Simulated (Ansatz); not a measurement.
**Cu: how the axes shrink under pressure**

Cu, P6_3/mmc, a = 2.529 Å, c = 8.264 Å. This isn't the element's structure at ambient conditions. Ansatz: r2SCAN, PAW, 500 eV, Γ-centred 18×18×6 mesh on 4 atoms, Gaussian smearing 0.10 eV; no spin polarisation. Cell and atoms are relaxed at each pressure, and no other structure is tried, so the rows at high pressure may lie past a change of phase. y = 100 ln(c/c0) with c0 = 8.2639 Å, so nearly a change in per cent. The pressures are the targets, met within 0.03 GPa.

```
P (GPa) y  100 ln(a/a0)
   -3.0      ?             ?
    0.0   0.00          0.00
    3.0  -0.59         -0.60
    8.0  -1.45         -1.48
   15.0  -2.52         -2.55
   30.0  -4.39         -4.43
   60.0  -7.15         -7.21
```

Task: Fit y = c1 P + c2 P² to the other rows, give the linear compressibility along c, and predict the missing y.

Result: Least squares on the rows shown. y = −0.1796 P + 0.001012 P². The linear compressibility along c is −c1/100 = 1.80 per TPa, against 1.82 along a from the same fit to the last column (its missing entry is 0.65): the crystal is about as stiff along both at low pressure. The runs next to zero pressure give 2.04 and 2.07, so a parabola over the whole range misstates the start. With a term in P³ added, the coefficient of P becomes -0.1969, 10 % more, which shows how far this figure hangs on the form. At P = -3.0 the fit asked for gives 0.55. The run gave 0.64, so the fit is 0.09 too low, within twice the rms miss on the fitted rows (0.06).

The mesh isn't the same in all rows (18×18×6, 24×24×6).